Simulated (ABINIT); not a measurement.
A run of ABINIT 10.8.3 (patched build):

The input run.abi:

```
# Datasets
ndtset 4

# Pseudopotentials
pp_dirpath "./"
pseudos "Si.upf"

# Structure
acell 3.8492788627 3.8492788627 3.8492788627 Angstrom
rprim
     0.0000000000     0.7071067812     0.7071067812
     0.7071067812     0.0000000000     0.7071067812
     0.7071067812     0.7071067812     0.0000000000
ntypat 1
znucl 14
natom 2
typat 1 1
xred
            1/2            1/2            1/2
            3/4            3/4            3/4

# Plane-wave basis
ecut 489.804952 eV

# k points
kptopt 1
ngkpt 6 6 6
nshiftk 1
shiftk 0.0 0.0 0.0
istwfk *1

# Exchange and correlation
ixc -116133

# Bands and occupations
occopt 1

# SCF cycle
nstep 80
diemac 6.0

# Output
iomode 3
prteig 0
prtebands 0

# Dataset 1: ground state
nband1 4
tolvrs1 1.0e-12
prtden1 1
prtwf1 0

# Dataset 2: empty bands at fixed density
iscf2 -2
getden2 1
nband2 96
nbdbuf2 8
tolwfr2 1.0e-12
nstep2 120
prtden2 0

# Dataset 3: screening
optdriver3 3
getwfk3 2
nband3 88
ecuteps3 8.0
ecutwfn3 16.0
inclvkb3 2
ppmodel3 2
nfreqim3 0

# Dataset 4: self-energy
optdriver4 4
getwfk4 2
nband4 88
ecuteps4 8.0
ecutsigx4 18.0
ecutwfn4 18.0
symsigma4 1
getscr4 3
getden4 1
ppmodel4 2
gw_qprange4 1
```

Potentials or basis: PseudoDojo NC SR PBEsol v0.4.1 standard.

The run is started by

```console
$ abinit run.abi > log 2>&1
```

Hardware: 1 thread of Intel(R) Xeon(R) Processor @ 2.70GHz, on a shared host.

Q: How long does it take, and how much memory?

A: It took 36 min on 1 thread of Intel(R) Xeon(R) Processor @ 2.70GHz, on a shared host, peak memory 0.49 GiB. Counts: scf iterations 8, mpi ranks 1, k points 16, bands 96, plane waves 1018.
